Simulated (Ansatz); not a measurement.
HfO2 (Pca2_1) from a database of computed structures, relaxed with r2SCAN in Ansatz. Space group Pca2_1 (No. 29), orthorhombic; conventional cell a = 5.247 Å, b = 5.030 Å, c = 5.059 Å, 11.13 Å³ an atom. Hf is surrounded by 7 O at 2.03–2.24 Å; O is surrounded by 3 Hf at 2.03–2.14 Å; O is surrounded by 4 Hf at 2.12–2.24 Å.

The axes x, y and z are those of this cell:
```
CELL_PARAMETERS angstrom
5.24651 0.00000 0.00000
0.00000 5.03037 0.00000
0.00000 0.00000 5.05930
ATOMIC_POSITIONS crystal
Hf 0.03251 0.26702 0.24109
Hf 0.46749 0.26702 0.74109
Hf 0.53251 0.73298 0.24109
Hf 0.96749 0.73298 0.74109
O 0.36703 0.07001 0.38077
O 0.13297 0.07001 0.88077
O 0.73217 0.46109 0.49114
O 0.76783 0.46109 0.99114
O 0.26783 0.53891 0.99114
O 0.23217 0.53891 0.49114
O 0.86703 0.92999 0.38077
O 0.63297 0.92999 0.88077
```

Unstrained: With PBE the valence top lies at Γ and the conduction bottom at k = (0.266, -1/2, 0.354), 4.425 eV higher; the smallest vertical gap, at k = (0.100, 1/2, 0), is 4.638 eV. r2SCAN gives an indirect gap of 4.943 eV, from Γ to k = (0.266, -1/2, 0.354); the least direct gap is 5.164 eV at k = (0.100, 1/2, 0). With HSE06 the valence top lies at Γ and the conduction bottom at k = (0.266, -1/2, 0.354), 6.083 eV higher; the smallest vertical gap, at k = (0.100, 1/2, 0), is 6.333 eV. Meshes: PBE 6×6×6, r2SCAN 6×6×6, HSE06 4×4×4. Strains are changes of length per length. After each strain the atoms were relaxed again with r2SCAN within the symmetry that the strain leaves, so tilts or polar shifts that break it weren't tested; points keep the names that they have in the unstrained zone. (Simulation; spin polarisation is off.)

Q: For epitaxial +1.0 % in the xy plane, how far does the free direction move, and what happens to the gap?

A: The normal strain at zero normal stress is -0.56 %, 0.56 of the in-plane strain with the sign turned. PBE: the gap goes from 4.425 to 4.421 eV (-0.004 eV); the edges go from Γ → (0.266, -1/2, 0.354) to Γ → (0.266, -1/2, 0.365). r2SCAN: the gap goes from 4.943 to 4.936 eV (-0.007 eV); the edges go from Γ → (0.266, -1/2, 0.354) to Γ → (0.266, -1/2, 0.365). HSE06: the gap goes from 6.083 to 6.075 eV (-0.008 eV); the edges go from Γ → (0.266, -1/2, 0.354) to Γ → (0.266, -1/2, 0.365).

Q: Apply epitaxial -1.0 % in the xy plane, free normal strain +0.63 %. How far does the gap move, against the unstrained cell?

A: PBE: the gap goes from 4.425 to 4.436 eV (+0.011 eV); the edges go from Γ → (0.266, -1/2, 0.354) to Γ → (0.266, -1/2, 0.349); with r2SCAN the top three valence levels at Γ, grouped 1+1+1 from the top over 184 meV, become 1+1+1 over 147 meV. r2SCAN: the gap goes from 4.943 to 4.957 eV (+0.014 eV); the edges go from Γ → (0.266, -1/2, 0.354) to Γ–Y (0.02) → (0.266, -1/2, 0.349). HSE06: the gap goes from 6.083 to 6.098 eV (+0.015 eV); the edges go from Γ → (0.266, -1/2, 0.354) to Γ → (0.266, -1/2, 0.349). The r2SCAN energy rises by 3.4 meV an atom.

Q: For epitaxial +3.0 % in the xy plane, how far does the free direction move, and what happens to the gap?

A: The normal strain at zero normal stress is -1.43 %, 0.48 of the in-plane strain with the sign turned. PBE: the gap goes from 4.425 to 4.493 eV (+0.068 eV); the edges go from Γ → (0.266, -1/2, 0.354) to Γ–Y (0.06) → (0.255, -1/2, 0.396). r2SCAN: the gap goes from 4.943 to 5.004 eV (+0.061 eV); the edges go from Γ → (0.266, -1/2, 0.354) to Γ–Y (0.06) → (0.255, -1/2, 0.396). HSE06: the gap goes from 6.083 to 6.146 eV (+0.063 eV); the edges go from Γ → (0.266, -1/2, 0.354) to Γ–Y (0.06) → (0.255, -1/2, 0.396).

Q: For epitaxial +2.0 % in the xy plane, how far does the free direction move, and what happens to the gap?

A: The normal strain at zero normal stress is -1.05 %, 0.53 of the in-plane strain with the sign turned. PBE: the gap goes from 4.425 to 4.437 eV (+0.012 eV); the edges go from Γ → (0.266, -1/2, 0.354) to Γ → (0.266, -1/2, 3/8). r2SCAN: the gap goes from 4.943 to 4.949 eV (+0.006 eV); the edges go from Γ → (0.266, -1/2, 0.354) to Γ → (0.266, -1/2, 3/8). HSE06: the gap goes from 6.083 to 6.089 eV (+0.006 eV); the edges go from Γ → (0.266, -1/2, 0.354) to Γ → (0.266, -1/2, 3/8).

Q: For epitaxial -2.0 % in the xy plane, how far does the free direction move, and what happens to the gap?

A: The normal strain at zero normal stress is +1.30 %, 0.65 of the in-plane strain with the sign turned. PBE: the gap goes from 4.425 to 4.431 eV (+0.006 eV); the edges go from Γ → (0.266, -1/2, 0.354) to Γ → (0.266, -1/2, 0.339); with r2SCAN the top three valence levels at Γ, grouped 1+1+1 from the top over 184 meV, become 1+1+1 over 118 meV. r2SCAN: the gap goes from 4.943 to 4.952 eV (+0.009 eV); the edges go from Γ → (0.266, -1/2, 0.354) to Γ → (0.266, -1/2, 0.339). HSE06: the gap goes from 6.083 to 6.086 eV (+0.003 eV); the edges go from Γ → (0.266, -1/2, 0.354) to Γ → (0.266, -1/2, 0.339).

Q: Estimate what epitaxial -3.0 % in the xy plane, free normal strain +2.02 % does to the gap.

A: PBE: the gap goes from 4.425 to 4.381 eV (-0.044 eV); the edges go from Γ → (0.266, -1/2, 0.354) to Γ → Y; with r2SCAN the top three valence levels at Γ, grouped 1+1+1 from the top over 184 meV, become 1+1+1 over 111 meV. r2SCAN: the gap goes from 4.943 to 4.912 eV (-0.031 eV); the edges go from Γ → (0.266, -1/2, 0.354) to Γ → Y. HSE06: the gap goes from 6.083 to 6.059 eV (-0.024 eV); the edges go from Γ → (0.266, -1/2, 0.354) to Γ → Y. The r2SCAN energy rises by 32.4 meV an atom.

Spin-orbit coupling is left out, which matters wherever the heavy atoms make up the band edges.

Where an edge lies off the special points, it is a point of the mesh or the k point where a search put PBE's edge or least direct gap, reused for the other functionals, whose own edges may lie a little apart.

Coordinates of k points refer to the reciprocal vectors of the primitive cell of the runs.

The meshes of the hybrids are coarse, so their gaps aren't converged to the digits shown.

The splittings at Γ are without spin-orbit coupling, which regroups them where it is of like size or larger.
